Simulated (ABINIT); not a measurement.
Crystal: Sb.

```
Sb
1.0
     0.00000    2.37124    2.37124
     2.37124    0.00000    2.37124
     2.37124    2.37124    0.00000
Sb
1
Direct
  0.00000 0.00000 0.00000
```

This isn't the form of Sb at room conditions, which is rhombohedral.

- Program: ABINIT 10.8.3 (patched build)
- Task: single point
- Functional: PBE
- Potentials or basis: JTH PAW PBE v2.0
- Cutoff: 435 eV
- k mesh: 10 × 10 × 10
- Occupations: fermi-dirac, width 0.05 eV
- Spin: no spin polarisation

On this cell: pressure 1.7 GPa; band gap on the k mesh none (metal or under the smearing width).

The same run follows on a disturbed copy (cell strained at random at fixed volume):

```xyz
1
Lattice="-0.0168 2.3807 2.4017 2.3698 0.0443 2.3405 2.4096 2.3595 0.0045" Properties=species:S:1:pos:R:3 pbc="T T T"
Sb    0.0053   -0.0427    0.0125
```

Task: What changes?

Result: The energy (extrapolated to zero smearing) moves by -2.0 meV/atom; pressure 1.6 GPa; band gap on the k mesh none (metal or under the smearing width).

Stress tensor (GPa, compression positive):
```
1.74 0.41 0.22
0.41 1.78 0.07
0.22 0.07 1.37
```

The energy falls, though the first cell shows no forces: that form is unstable against this distortion, unless noise or another electronic state is at work.
